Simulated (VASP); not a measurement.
Runs of VASP 6.6.1 on PbS (Galena). It takes space group Fm-3m (No. 225, cubic). The conventional cell has a = 5.931 Å, b = 5.931 Å, c = 5.931 Å, α = 90.00°, β = 90.00°, γ = 90.00°. Pb (site symmetry m-3m) has 6 S at 2.97 Å as nearest neighbours. S (site symmetry m-3m) is surrounded by 6 Pb at 2.97 Å. 

| task | level | cell | cutoff (eV) | gap on the mesh (eV) | pressure (GPa) | relaxed volume (Å³/atom) |
| --- | --- | --- | --- | --- | --- | --- |
| band structure | AM05 | as given | 520 | 0.34 | - | - |
| Born charges and dielectric tensor | PBEsol | as given | 520 | (a) | - | - |
| relaxation of cell and atoms | AM05 | relaxed | 600 | (b) | 0.1 | 25.93 |
| relaxation of cell and atoms | PW91 | relaxed | 600 | 0.47 | 0.0 | 27.07 |

Alike in all rows: potentials or basis VASP PAW PBE potentials, release 64 (Pb_d, S); no spin polarisation; k mesh 8 × 8 × 8; smearing fermi-dirac 0.05 eV.

Estimate the missing entries.

(a) 0.26; (b) 0.31.

Caveats: the PAW data sets were made with another functional, which shifts forces and pressure a little; spin-orbit coupling is left out, which as a rule narrows the gap of such compounds by several tenths of an eV; the gap is small at this level, which inflates the dielectric constant (some runs).

A k mesh can miss the band edges, and the runs leave out spin-orbit coupling on Pb.

Runs at the PBE level aren't shown here.
